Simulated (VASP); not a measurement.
PtS2 (1T (CdI2) bulk): a PBE single-point calculation in VASP

INCAR

```
LWAVE = .FALSE.
LASPH = .TRUE.
EDIFF = 1E-7
LCHARG = .FALSE.
ENCUT = 520
PREC = Accurate
GGA = PE
NELM = 120
SIGMA = 0.02
ISIF = 2
NBANDS = 18
ISMEAR = -1
LREAL = .FALSE.
IBRION = -1
NSW = 0
```

KPOINTS

```
KPOINTS created by Atomic Simulation Environment
0
Gamma
12 12 6
0 0 0
```

KPOINTS_OPT

```
special points
8
Reciprocal
0.0000000000 0.0000000000 0.0000000000 1
0.5000000000 0.0000000000 0.0000000000 1
0.3333333333 0.3333333333 0.0000000000 1
0.0000000000 0.0000000000 0.5000000000 1
0.5000000000 0.0000000000 0.5000000000 1
0.3333333333 0.3333333333 0.5000000000 1
0.0000000000 0.1666666667 0.1666666667 1
0.0000000000 0.2500000000 0.3333333333 1
```

POSCAR

```
Pt S
 1.0000000000000000
     3.5526415791220347    0.0000000000286172   -0.0000000000000000
    -1.7763207895858004    3.0766778580462373    0.0000000000000000
    -0.0000000000000000    0.0000000000000000    5.1227110718046962
 Pt  S
   1   2
Cartesian
 -0.0000000000000000 -0.0000000000000000  0.0000000000000000
 -0.0000000000165222  2.0511185720403642  1.2256597290667541
  1.7763207895527557  1.0255592860344904  3.8970513427379432
```

VASP ran with the recommended PBE PAW datasets (22 valence electrons in the cell).

Command

```
mpirun -np 1 vasp_std
```

OSZICAR

```
N       E                     dE             d eps       ncg     rms          rms(c)
DAV:   1     0.112063782766E+03    0.11206E+03   -0.10332E+04  3640   0.109E+03
DAV:   2    -0.111746850461E+02   -0.12324E+03   -0.11931E+03  4390   0.220E+02
DAV:   3    -0.166859268879E+02   -0.55112E+01   -0.54687E+01  4572   0.469E+01
DAV:   4    -0.167445340303E+02   -0.58607E-01   -0.58575E-01  4650   0.534E+00
DAV:   5    -0.167454729881E+02   -0.93896E-03   -0.93887E-03  4654   0.666E-01    0.179E+01
DAV:   6    -0.156605696885E+02    0.10849E+01   -0.61100E+00  3732   0.243E+01    0.119E+01
DAV:   7    -0.154142623200E+02    0.24631E+00   -0.11970E+00  3722   0.110E+01    0.583E+00
DAV:   8    -0.153994890654E+02    0.14773E-01   -0.65930E-02  3992   0.176E+00    0.119E+00
DAV:   9    -0.153961713666E+02    0.33177E-02   -0.91314E-03  4244   0.990E-01    0.222E-01
DAV:  10    -0.153963861161E+02   -0.21475E-03   -0.14637E-03  4552   0.243E-01    0.927E-02
DAV:  11    -0.153964392866E+02   -0.53170E-04   -0.63962E-05  4272   0.651E-02    0.448E-02
DAV:  12    -0.153964421540E+02   -0.28674E-05   -0.10497E-05  4494   0.291E-02    0.100E-02
DAV:  13    -0.153964435417E+02   -0.13877E-05   -0.13621E-06  4246   0.805E-03    0.410E-03
DAV:  14    -0.153964437683E+02   -0.22655E-06   -0.24226E-07  4520   0.336E-03    0.103E-03
DAV:  15    -0.153964437674E+02    0.90654E-09   -0.17769E-08  2798   0.101E-03
   1 F= -.15396444E+02 E0= -.15396444E+02  d E =-.218657E-09
       N       E                     dE             ncg
DAV:   1     0.468093018901E+04   -0.30009E+04      296
DAV:   2     0.370247991464E+04   -0.97845E+03      346
DAV:   3     0.366328331824E+04   -0.39197E+02      370
DAV:   4     0.366289360750E+04   -0.38971E+00      344
DAV:   5     0.366288548005E+04   -0.81275E-02      376
DAV:   6     0.366288523686E+04   -0.24318E-03      368
DAV:   7     0.366288522795E+04   -0.89146E-05      390
DAV:   8     0.366288522758E+04   -0.36629E-06      352
DAV:   9     0.366288522757E+04   -0.13191E-07      240
```

From OUTCAR

```
k-points           NKPTS =    100   k-points in BZ     NKDIM =    100   number of bands    NBANDS=     18

   NELECT =      22.0000    total number of electrons

   dimension x,y,z NGX =    28 NGY =   28 NGZ =   40
   dimension x,y,z NGXF=    56 NGYF=   56 NGZF=   80

  energy-cutoff  :      520.00
  volume of cell :       55.99
      direct lattice vectors                 reciprocal lattice vectors
     3.552641579  0.000000000  0.000000000     0.281480689  0.162512952  0.000000000
    -1.776320790  3.076677858  0.000000000    -0.000000000  0.325025903  0.000000000
     0.000000000  0.000000000  5.122711072     0.000000000  0.000000000  0.195209136

 k-points in reciprocal lattice and weights: KPOINTS created by Atomic Simulation Env
   0.00000000  0.00000000  0.00000000       0.001
   0.08333333 -0.00000000  0.00000000       0.007
   0.16666667  0.00000000  0.00000000       0.007
   0.25000000 -0.00000000  0.00000000       0.007
   0.33333333  0.00000000  0.00000000       0.007
   0.41666667  0.00000000  0.00000000       0.007
   0.50000000 -0.00000000  0.00000000       0.003
   0.08333333  0.08333333  0.00000000       0.007
   ...

 E-fermi :   6.8015

 k-point     1 :       0.0000    0.0000    0.0000
  band No.  band energies     occupation
      1      -8.6841      2.00000
      2      -5.8772      2.00000
      3      -0.3525      2.00000
      4      -0.0139      2.00000
      5      -0.0139      2.00000
      6       2.7258      2.00000
      7       2.7258      2.00000
      8       4.4639      2.00000
      9       5.4094      2.00000
     10       5.4094      2.00000
     11       6.4203      2.00000
     12       8.5636      0.00000
     13       8.5636      0.00000
     14      11.2137      0.00000
     15      11.8679      0.00000
     16      14.5242      0.00000
     17      14.5242      0.00000
     18      18.8264      0.00000

 k-point     2 :       0.0833   -0.0000    0.0000
  band No.  band energies     occupation
      1      -8.5962      2.00000
      2      -5.9175      2.00000
      3      -0.2594      2.00000
      4       0.0425      2.00000
      5       0.0435      2.00000
      6       2.5959      2.00000
      7       2.6557      2.00000
      8       4.2484      2.00000
      9       5.3310      2.00000
     10       5.4195      2.00000
     11       6.4012      2.00000
     12       8.2711      0.00000
     13       8.5108      0.00000
     14      11.7024      0.00000
     15      12.2294      0.00000
     16      14.3008      0.00000
     17      14.8018      0.00000
     18      17.8731      0.00000

 k-point     3 :       0.1667    0.0000    0.0000
  band No.  band energies     occupation
      1      -8.3422      2.00000
      2      -6.0261      2.00000
      3      -0.0121      2.00000
      4       0.1956      2.00000
      5       0.2307      2.00000
      6       2.1550      2.00000
      7       2.5092      2.00000
      8       3.7954      2.00000
      9       5.1825      2.00000
     10       5.3541      2.00000
     11       6.1330      2.00000
     12       7.9869      0.00000
     13       8.4578      0.00000
     14      12.3727      0.00000
     15      12.9982      0.00000
     16      14.2330      0.00000
     17      15.4732      0.00000
     18      16.4490      0.00000

 k-point     4 :       0.2500   -0.0000    0.0000
  band No.  band energies     occupation
      1      -7.9536      2.00000
      2      -6.1738      2.00000
      3       0.2213      2.00000
      4       0.3927      2.00000
      5       0.6347      2.00000
      6       1.4429      2.00000
      7       2.4215      2.00000
      8       3.4656      2.00000
      9       4.9243      2.00000
     10       5.0738      2.00000
     11       5.5400      2.00000
     12       8.0184      0.00000
     13       8.5476      0.00000
     14      12.1244      0.00000
     15      13.8180      0.00000
     16      14.9214      0.00000
     17      15.5127      0.00000
     18      15.7394      0.00000

 k-point     5 :       0.3333    0.0000    0.0000
  band No.  band energies     occupation
      1      -7.4919      2.00000
      2      -6.3303      2.00000
      3       0.0542      2.00000
      4       0.5517      2.00000
      5       1.0347      2.00000
      6       1.2621      2.00000
      7       2.5230      2.00000
      8       3.2882      2.00000
      9       4.4163      2.00000
     10       4.5866      2.00000
     11       4.9621      2.00000
     12       8.0459      0.00000
     13       8.7497      0.00000
     14      11.8357      0.00000
     15      13.6947      0.00000
     16      14.9316      0.00000
     17      15.2351      0.00000
     18      15.9725      0.00000

 k-point     6 :       0.4167    0.0000    0.0000
  band No.  band energies     occupation
      1      -7.0571      2.00000
      2      -6.4836      2.00000
      3      -0.4921      2.00000
      4       0.6257      2.00000
      5       1.2188      2.00000
      6       1.9289      2.00000
      7       2.8646      2.00000
      8       3.1894      2.00000
      9       3.8854      2.00000
     10       3.9930      2.00000
     11       4.3749      2.00000
     12       8.0133      0.00000
     13       8.9360      0.00000
     14      11.8326      0.00000
     15      13.1421      0.00000
     16      14.7277      0.00000
     17      14.8007      0.00000
     18      17.0741      0.00000

 k-point     7 :       0.5000   -0.0000    0.0000
  band No.  band energies     occupation
      1      -6.8119      2.00000
      2      -6.6088      2.00000
      3      -0.7362      2.00000
      4       0.6420      2.00000
      5       1.3607      2.00000
      6       2.2684      2.00000
      7       3.2958      2.00000
      8       3.3491      2.00000
      9       3.4266      2.00000
     10       3.5219      2.00000
     11       4.0406      2.00000
     12       8.0004      0.00000
     13       9.0091      0.00000
     14      11.8832      0.00000
     15      12.9058      0.00000
     16      14.6443      0.00000
     17      14.6594      0.00000
     18      17.6717      0.00000

 k-point     8 :       0.0833    0.0833    0.0000
  band No.  band energies     occupation
      1      -8.4252      2.00000
      2      -5.9917      2.00000
      3      -0.0842      2.00000
      4       0.1513      2.00000
      5       0.1557      2.00000
      6       2.4121      2.00000
      7       2.4418      2.00000
      8       3.9171      2.00000
      9       5.2311      2.00000
     10       5.3445      2.00000
     11       6.3112      2.00000
     12       8.1241      0.00000
     13       8.3134      0.00000
     14      12.3810      0.00000
     15      12.7768      0.00000
     16      14.0018      0.00000
     17      15.3523      0.00000
     18      16.8049      0.00000

 k-point     9 :       0.1667    0.0833    0.0000
  band No.  band energies     occupation
      1      -8.1031      2.00000
      2      -6.1186      2.00000
      3       0.1869      2.00000
      4       0.3259      2.00000
      5       0.4182      2.00000
      6       1.8509      2.00000
      7       2.2650      2.00000
      8       3.5728      2.00000
      9       4.9979      2.00000
     10       5.0666      2.00000
     11       6.0755      2.00000
     12       7.9793      0.00000
     13       8.3132      0.00000
     14      12.6265      0.00000
     15      13.4504      0.00000
     16      14.3783      0.00000
     17      15.7406      0.00000
     18      15.9985      0.00000

 k-point    10 :       0.2500    0.0833    0.0000
  band No.  band energies     occupation
      1      -7.6752      2.00000
      2      -6.2668      2.00000
      3       0.3109      2.00000
      4       0.4367      2.00000
      5       0.9140      2.00000
      6       1.2287      2.00000
      7       2.2486      2.00000
      8       3.3951      2.00000
      9       4.4568      2.00000
     10       4.7404      2.00000
     11       5.6460      2.00000
     12       7.8985      0.00000
     13       8.5224      0.00000
     14      12.1251      0.00000
     15      14.1742      0.00000
     16      14.6343      0.00000
     17      15.2412      0.00000
     18      15.9652      0.00000

 k-point    11 :       0.3333    0.0833    0.0000
  band No.  band energies     occupation
      1      -7.2219      2.00000
      2      -6.4135      2.00000
      3      -0.1679      2.00000
      4       0.5447      2.00000
      5       1.1916      2.00000
      6       1.5509      2.00000
      7       2.4193      2.00000
      8       3.3531      2.00000
      9       3.8801      2.00000
     10       4.2285      2.00000
     11       5.1310      2.00000
     12       7.9046      0.00000
     13       8.6360      0.00000
     14      11.8913      0.00000
     15      13.7844      0.00000
     16      14.3534      0.00000
     17      15.5093      0.00000
     18      16.2746      0.00000

 ...

  Total        1.2697749      1.2697749      0.8074394      0.0000000      0.0000000      0.0000000
  in kB       36.3332328     36.3332328     23.1040021      0.0000000      0.0000000      0.0000000
  external PRESSURE =      31.9234892 kB  Pullay stress =       0.0000000 kB

 POSITION                                       TOTAL-FORCE (eV/Angst)
 -----------------------------------------------------------------------------------
      0.00000      0.00000      0.00000         0.000000      0.000000      0.000000
     -0.00000      2.05112      1.22566        -0.000000      0.000000      0.026043
      1.77632      1.02556      3.89705         0.000000     -0.000000     -0.026043
 -----------------------------------------------------------------------------------
    total drift:                               -0.000000      0.000000     -0.000000

  FREE ENERGIE OF THE ION-ELECTRON SYSTEM (eV)
  ---------------------------------------------------
  free  energy   TOTEN  =       -15.3964437674 eV

  energy  without entropy=      -15.3964437671  energy(sigma->0) =      -15.39644377
```

The gap between bands v and c is 0.71 eV and the least direct gap is 0.97 eV. The pressure is 3.2 GPa and the largest force is 0.03 eV/Å.

Band v is the last that the valence electrons fill when counted band by band, and c is the next.

The run took about 38 s on one core of a shared host (Intel Xeon 6975P-C) and held 0.3 GiB at most.
